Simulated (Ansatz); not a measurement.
Start from BeO in the wurtzite structure (space group P6_3mc, No. 186; a = 2.6905 Å, c = 4.3699 Å).

All numbers come from r2SCAN (Ansatz, a quantum-chemistry and plane-wave program; PAW; 500 eV plane waves; no spin-orbit coupling).

Base values:

- Band gap: 8.55 eV
- Width of the top valence band: 2.46 eV
- Electron mass: 0.53 mₑ along c, 0.61 mₑ across (at Γ)

One thing is altered: a hydrostatic pressure of 3 GPa.

Problem. What does the calculation give for the band gap after the change?

Solution. The band gap increases by 0.145 eV (8.55 eV → 8.70 eV).

Problem. What does the calculation give for the width of the top valence band after the change?

Solution. The width of the top valence band grows by 0.03 eV, from 2.46 eV to 2.49 eV.

Problem. Predict the new electron mass.

Solution. The electron mass changes from 0.53 mₑ along c, 0.61 mₑ across (at Γ) to 0.54 mₑ along c, 0.62 mₑ across (at Γ).

Load acts through the strain it causes; cell and atoms are relaxed under it. Effective masses come from finite differences of ±0.01 Å⁻¹. Whether these cells are dynamically stable was not tested.
